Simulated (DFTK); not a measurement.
## MgSe in DFTK: convergence with supersampling

Crystal: MgSe.

```
CELL_PARAMETERS angstrom
0.00000 2.72550 2.72550
2.72550 0.00000 2.72550
2.72550 2.72550 0.00000
ATOMIC_POSITIONS crystal
Se 0.50000 0.50000 0.50000
Mg 0.00000 0.00000 0.00000
```

```yaml
Program: DFTK 0.8.2
Task: convergence study
Functional: PBEsol
Potentials_or_basis: dojo.nc.sr.pbesol.v0_4_1.standard.upf (PBEsol)
Cutoff: 1170 eV
k_mesh: 4 × 4 × 4
Occupations: fermi-dirac, width 0.15 eV
Spin: collinear spin, ferromagnetic start
Starting_moments: "[0.5, 0.0] μB"
```

These are the settings of the first run; the series varies supersampling, with any setting tied to it.

Hardware: 1 thread of Intel(R) Xeon(R) 6975P-C (Granite Rapids), on a shared host.

| supersampling | energy less the tightest run, at zero smearing (meV/atom) | pressure (GPa) | gap on the mesh (eV) | SCF cycles |
| --- | --- | --- | --- | --- |
| 1.2 | -59.88 | 5.20 | 1.747 | 9 |
| 1.4 | -0.19 | 0.44 | 1.739 | 9 |
| 1.6 | -0.11 | 0.44 | 1.739 | 9 |
| 1.8 | -0.05 | 0.43 | 1.739 | 9 |
| 2 | -0.05 | 0.43 | 1.739 | 9 |
| 2.5 | 0.00 | 0.43 | 1.739 | 9 |

Against the tightest run, the energy stays within 1 meV/atom from 1.4 on; the pressure stays within 0.1 GPa from 1.4 on; the gap on the mesh stays within 0.01 eV from 1.2 on. The tightest run that finished is the yardstick and may itself not be fully converged.

Caveat, for the tightest run too: the k mesh is coarse (spacing up to 0.50 Å⁻¹), so the values aren't converged.
